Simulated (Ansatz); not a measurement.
# Worked example: C3H7Cl + InH2(SH) → C3H8S + InH2Cl

Gas-phase species: C3H7Cl `CCCCl`, singlet; InH2(SH), singlet; C3H8S `CCCS`, singlet; InH2Cl `[Cl][InH2]`, singlet. The partners trade Cl for SH: C–Cl and In–SH bonds give way to C–SH and In–Cl.

Shapes, held fixed at every level: PBE0-D4/def2-TZVP. Flexible molecules stand in one conformer, not always the lowest. Programs: Ansatz 0.2.0. Electronic energies: no zero-point or thermal term.

At CCSD(T)/def2-TZVPP; 1 Eh = 2625.50 kJ/mol:

| species | energy (Eh) |
| --- | --- |
| C3H7Cl | -578.044631 |
| InH2(SH) | -589.028882 |
| C3H8S | -516.647279 |
| InH2Cl | -650.439428 |

Q: Work out ΔE of the reaction at this level.

A: 
1. Products less reactants: (-516.647279) + (-650.439428) − [(-578.044631) + (-589.028882)] = -0.013194 Eh = -34.6 kJ/mol.

Other levels give -43.1 (HF/def2-TZVPP) to -35.1 kJ/mol (MP2/def2-TZVPP). No measured value is set beside it here. For atoms past krypton def2 sets carry core potentials with scalar relativity. Outer-core shells of In are correlated, in sets that cover them unevenly.
